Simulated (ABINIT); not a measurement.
# GaN (F-43m): a self-consistent loop beyond G0W0, cycle by cycle, part 3 of 3

Aim: iterate the self-energy on GaN (F-43m) and follow the gap from cycle to cycle.

ABINIT 10.8.3; LDA and many-body steps on it, plane waves. Known limits of the many-body steps: not at the basis limit; no spin-orbit coupling; coarse k mesh.

So far. Step 11 (QSGW, cycle 3): Against the cycle before, the gap moves by +0.108 eV.

### 14. QSGW, cycle 4

This step: QSGW on LDA, plane waves, norm-conserving pseudopotentials.

run.abi

```
acell 3*1.0 Angstrom
rprim 
  0.000000000000 2.253500607500 2.253500607500
  2.253500607500 0.000000000000 2.253500607500
  2.253500607500 2.253500607500 0.000000000000
ntypat 2
znucl 31 7
natom 2
typat 1 2
xred 
  0.000000000000 0.000000000000 0.000000000000
  0.750000000000 0.750000000000 0.750000000000
pp_dirpath "pseudos"
pseudos "Ga.upf, N.upf"
ecut 45
ngkpt 4 4 4
nshiftk 1
shiftk 0 0 0
kptopt 1
chksymbreak 0
istwfk *1
occopt 1
irdwfk 1
optdriver 4
nband 30
gwcalctyp 28
ecutsigx 45
symsigma 0
nkptgw 8
kptgw 
  0.0000000000 0.0000000000 0.0000000000
  0.2500000000 0.0000000000 0.0000000000
  0.5000000000 0.0000000000 0.0000000000
  0.2500000000 0.2500000000 0.0000000000
  0.5000000000 0.2500000000 0.0000000000
  -0.2500000000 0.2500000000 0.0000000000
  0.5000000000 0.5000000000 0.0000000000
  -0.2500000000 0.5000000000 0.2500000000
bdgw 
  11 23
  11 23
  11 23
  11 23
  11 23
  11 23
  11 23
  11 23
ecuteps 4
irdscr 1
ppmodel 1
irdqps 1
rhoqpmix 0.3
indata_prefix "in"
outdata_prefix "out"
tmpdata_prefix "tmp"
```

Run with:

```
> OMP_NUM_THREADS=1 mpirun -n 4 abinit run.abi > log
```

Numbers of over 12 decimals in the logs are rounded to 6 here.

The log of the run:

```text
.Version 10.8.3 of ABINIT. v10.8.2 released Aug 2026.

 Symmetries : space group F-4 3 m (#216); Bravais cF (face-center cubic)
[... echo of the input left out ...]
== DATASET  1 ==================================================================
-   mpi_nproc: 4, omp_nthreads: 1 (-1 if OMP is not activated)

--- !DatasetInfo
iteration_state: {dtset: 1, }
dimensions: {natom: 2, nkpt: 8, mband: 30, nsppol: 1, nspinor: 1, nspden: 1, mpw: 2252, }
cutoff_energies: {ecut:  45.0, pawecutdg:  -1.0, }
[...]
.  kptgw no:  3; Maximum DeltaE = (   0.018   0.000) for band index:  1
[...]
.  kptgw no:  7; Maximum DeltaE = (   0.030   0.037) for band index:  9
.  kptgw no:  8; Maximum DeltaE = (  -0.011  -0.000) for band index: 13

== END DATASET(S) ==============================================================
================================================================================

 -outvars: echo values of variables after computation  --------
           etotal      0.0000000000E+00
            nband          30
             nkpt           8
          spgroup         216
 [... the other variables as echoed above ...]

 Calculation completed.
```

Run time: 33 s. Hardware: 4 MPI ranks of Arm Neoverse V2, shared host; peak memory 0.92 GiB.

This step gave:

| Quantity | Value |
| --- | --- |
| quasiparticle gap on the mesh | 3.429 eV |
| gap of the density functional on the mesh | 1.753 eV |
| k of the valence top | 0, 0, 0 |
| k of the conduction bottom | 0, 0, 0 |
| least direct quasiparticle gap on the computed points | 3.429 eV |

Against the cycle before, the gap moves by +0.029 eV.

### 15. Screening, 4×4×4 mesh, 30 bands, screening to 108.8 eV

This step: RPA screening on LDA, plane waves, norm-conserving pseudopotentials.

run.abi

```
acell 3*1.0 Angstrom
rprim 
  0.000000000000 2.253500607500 2.253500607500
  2.253500607500 0.000000000000 2.253500607500
  2.253500607500 2.253500607500 0.000000000000
ntypat 2
znucl 31 7
natom 2
typat 1 2
xred 
  0.000000000000 0.000000000000 0.000000000000
  0.750000000000 0.750000000000 0.750000000000
pp_dirpath "pseudos"
pseudos "Ga.upf, N.upf"
ecut 45
ngkpt 4 4 4
nshiftk 1
shiftk 0 0 0
kptopt 1
chksymbreak 0
istwfk *1
occopt 1
irdwfk 1
optdriver 3
nband 30
ecuteps 4
inclvkb 2
awtr 1
symchi 1
gwcalctyp 28
mbpt_sciss 2.032 eV
nqptdm 1
qptdm 
  0 0 0
indata_prefix "in"
outdata_prefix "out"
tmpdata_prefix "tmp"
```

The log of the run:

```text
.Version 10.8.3 of ABINIT. v10.8.2 released Aug 2026.

 Symmetries : space group F-4 3 m (#216); Bravais cF (face-center cubic)
[... echo of the input left out ...]
== DATASET  1 ==================================================================
-   mpi_nproc: 4, omp_nthreads: 1 (-1 if OMP is not activated)

--- !DatasetInfo
iteration_state: {dtset: 1, }
dimensions: {natom: 2, nkpt: 8, mband: 30, nsppol: 1, nspinor: 1, nspden: 1, mpw: 2252, }
cutoff_energies: {ecut:  45.0, pawecutdg:  -1.0, }
[...]
[... chi0 elements left out ...]
 For q-point:  0.000010 0.000020 0.000030
  dielectric constant =   6.4566
  dielectric constant without local fields =   6.7848

  Average fulfillment of the sum rule on Im[epsilon] for q-point    1 :     19.29  [%]
[... wings left out ...]
== END DATASET(S) ==============================================================
================================================================================

 -outvars: echo values of variables after computation  --------
           etotal      0.0000000000E+00
            nband          30
             nkpt           8
          spgroup         216
 [... the other variables as echoed above ...]

 Calculation completed.
```

The job ended after 2.5 s (4 MPI ranks; peak memory 0.11 GiB).

This step gave:

| Property | Result |
| --- | --- |
| ε∞ with local fields, on this mesh, along the program's q direction | 6.457 |
| the same without local fields | 6.785 |
| plasma frequency | 39.58 eV |
| plane waves in the screening matrix | 59 |

This screening uses the functional's bands under a rigid shift, the mean opening of the cycle before.

### 16. Screening, 4×4×4 mesh, 30 bands, screening to 108.8 eV

This step: RPA screening on LDA from quasiparticle energies and orbitals, plane waves, norm-conserving pseudopotentials.

run.abi, as its differences from that of step 15:

```diff
@@ -29,7 +29,13 @@
 symchi 1
+irdqps 1
 gwcalctyp 28
-mbpt_sciss 2.032 eV
-nqptdm 1
+nqptdm 7
 qptdm 
-  0 0 0
+  0.2500000000 0.0000000000 0.0000000000
+  0.5000000000 0.0000000000 0.0000000000
+  0.2500000000 0.2500000000 0.0000000000
+  0.5000000000 0.2500000000 0.0000000000
+  -0.2500000000 0.2500000000 0.0000000000
+  0.5000000000 0.5000000000 0.0000000000
+  -0.2500000000 0.5000000000 0.2500000000
 indata_prefix "in"
```

mrgscr.stdin

```
2
merged
q0_SCR
out_SCR
1
```

Run with:

```
> OMP_NUM_THREADS=1 mpirun -n 4 abinit run.abi > log; mrgscr < mrgscr.stdin
```

The log of the run:

```text
.Version 10.8.3 of ABINIT. v10.8.2 released Aug 2026.

 Symmetries : space group F-4 3 m (#216); Bravais cF (face-center cubic)
[... echo of the input left out ...]
== DATASET  1 ==================================================================
-   mpi_nproc: 4, omp_nthreads: 1 (-1 if OMP is not activated)

--- !DatasetInfo
iteration_state: {dtset: 1, }
dimensions: {natom: 2, nkpt: 8, mband: 30, nsppol: 1, nspinor: 1, nspden: 1, mpw: 2252, }
cutoff_energies: {ecut:  45.0, pawecutdg:  -1.0, }
[...]
q-point number  1        q = ( 0.250000, 0.000000, 0.000000) [r.l.u.]
--------------------------------------------------------------------------------
[... chi0 elements left out ...]
  Average fulfillment of the sum rule on Im[epsilon] for q-point    2 :     34.57  [%]

--------------------------------------------------------------------------------
  q-point number  2        q = ( 0.500000, 0.000000, 0.000000) [r.l.u.]
--------------------------------------------------------------------------------
[... chi0 elements left out ...]
  Average fulfillment of the sum rule on Im[epsilon] for q-point    3 :     28.95  [%]

 [... 5 further q-points ...]
```

It took 4.2 s on 4 MPI ranks; peak memory 0.4 GiB; 16 s of CPU time.

This step gave:

```
plasma frequency                    : 39.58 eV
plane waves in the screening matrix : 59
```

This screening reads the quasiparticle levels of the cycle before.

### 17. QSGW, cycle 5

This step: QSGW on LDA, plane waves, norm-conserving pseudopotentials.

run.abi, as its differences from that of step 16:

```diff
@@ -23,12 +23,10 @@
 irdwfk 1
-optdriver 3
+optdriver 4
 nband 30
-ecuteps 4
-inclvkb 2
-awtr 1
-symchi 1
-irdqps 1
 gwcalctyp 28
-nqptdm 7
-qptdm 
+ecutsigx 45
+symsigma 0
+nkptgw 8
+kptgw 
+  0.0000000000 0.0000000000 0.0000000000
   0.2500000000 0.0000000000 0.0000000000
@@ -40,2 +38,16 @@
   -0.2500000000 0.5000000000 0.2500000000
+bdgw 
+  11 23
+  11 23
+  11 23
+  11 23
+  11 23
+  11 23
+  11 23
+  11 23
+ecuteps 4
+irdscr 1
+ppmodel 1
+irdqps 1
+rhoqpmix 0.3
 indata_prefix "in"
```

Run with:

```
> OMP_NUM_THREADS=1 mpirun -n 4 abinit run.abi > log
```

The log of the run:

```text
.Version 10.8.3 of ABINIT. v10.8.2 released Aug 2026.

 Symmetries : space group F-4 3 m (#216); Bravais cF (face-center cubic)
[... echo of the input left out ...]
== DATASET  1 ==================================================================
-   mpi_nproc: 4, omp_nthreads: 1 (-1 if OMP is not activated)

--- !DatasetInfo
iteration_state: {dtset: 1, }
dimensions: {natom: 2, nkpt: 8, mband: 30, nsppol: 1, nspinor: 1, nspden: 1, mpw: 2252, }
cutoff_energies: {ecut:  45.0, pawecutdg:  -1.0, }
[...]
.  kptgw no:  3; Maximum DeltaE = (   0.006  -0.000) for band index: 13
[...]
.  kptgw no:  7; Maximum DeltaE = (   0.009   0.000) for band index:  1
.  kptgw no:  8; Maximum DeltaE = (   0.007  -0.000) for band index: 13

== END DATASET(S) ==============================================================
================================================================================

 -outvars: echo values of variables after computation  --------
           etotal      0.0000000000E+00
            nband          30
             nkpt           8
          spgroup         216
 [... the other variables as echoed above ...]

 Calculation completed.
```

The job ended after 35 s (4 MPI ranks; peak memory 0.92 GiB).

Numbers from this step:

| Property | Result |
| --- | --- |
| quasiparticle gap on the mesh | 3.430 eV |
| gap of the density functional on the mesh | 1.753 eV |
| k of the valence top | 0, 0, 0 |
| k of the conduction bottom | 0, 0, 0 |
| least direct quasiparticle gap on the computed points | 3.430 eV |

Against the cycle before, the gap moves by +0.001 eV.

### 18. The runs together

Times are wall times on 4 MPI ranks of Arm Neoverse V2, shared host, good to a factor of about two. A run's time includes the screening step that it read.

```csv
run,mesh,bands,screening cutoff (eV),DFT gap (eV),gap on the mesh (eV),direct (eV),ε∞ used,time
G0W0,4×4×4,30,108.8,1.753,2.816,2.816,9.14,7.3 s
"QSGW, cycle 1",4×4×4,30,108.8,1.753,3.025,3.025,9.14,38 s
"QSGW, cycle 2",4×4×4,30,108.8,1.753,3.292,3.292,6.83,39 s
"QSGW, cycle 3",4×4×4,30,108.8,1.753,3.400,3.400,6.56,40 s
"QSGW, cycle 4",4×4×4,30,108.8,1.753,3.429,3.429,6.49,40 s
"QSGW, cycle 5",4×4×4,30,108.8,1.753,3.430,3.430,6.46,41 s
```

### 19. What came out

| Quantity | Value |
| --- | --- |
| G0W0 | 2.816 eV |
| QSGW, cycle 1 | 3.025 eV |
| QSGW, cycle 2 | 3.292 eV |
| QSGW, cycle 3 | 3.400 eV |
| QSGW, cycle 4 | 3.429 eV |
| QSGW, cycle 5 | 3.430 eV |
| known limits | not at the basis limit; no spin-orbit coupling; coarse k mesh |

What this shows: Only the bands that the input lists are updated; the others, empty or deep, keep the functional's energies or take a rigid shift. QSGW ends at 3.43 eV, +0.61 eV from G0W0, after 5 cycles that took 3.2 min beside the first screening; the last moved the gap by 0.001 eV. Against experiment, by QSGW, cycle 5: the direct gap of 3.43 eV lies +0.20 eV from the measured 3.23 eV (exciton, 300 K, on 3C-SiC/Si(001), 2022). An exciton line or allowed optical edge lies below the quasiparticle gap by the binding energy; a forbidden edge can push the onset above it. These are gaps on the mesh, at modest bands and cutoff. The calculation has static nuclei and no excitons; a measured gap holds zero-point and thermal motion, which mostly lowers it. Bands and cutoff are finite, so the gap is not at the basis limit. The miss can reach some tenths of an eV and take either sign; the mesh is an error of its own. The 4×4×4 mesh is coarse for this cell, which bears on the long-range parts of exchange and screening. In the updated screening the q = 0 part is built from Kohn-Sham bands under a rigid shift, the other q from the quasiparticle levels. The many-body steps are scalar-relativistic: spin-orbit coupling is not in them.

[Paths, hosts, dates, memory and timing lines, banners, echoed tables and standing remarks are left out of the program output.]

[Logs are printed without paths, hosts, clocks, repeated set-up lines and the standing remarks that a program may print on its own settings, such as how far it seeks lower states.]

[Runs of the session that timed out or met a known fault of the program may be left out.]

[Hosts, paths, dates, database ids (printed as entryN), source tags and the programs' standing remarks are cut or masked in the printed files.]

[G0W0 gaps are taken among the corrected bands and points alone; a level outside them can change the order at an edge.]

[Where Ansatz stands beside ABINIT at settings called matched, ABINIT's density can come from a denser mesh and the files from another edition; pairs whose starting gaps differed by over 0.03 eV were left out, so agreement reads better than it is.]
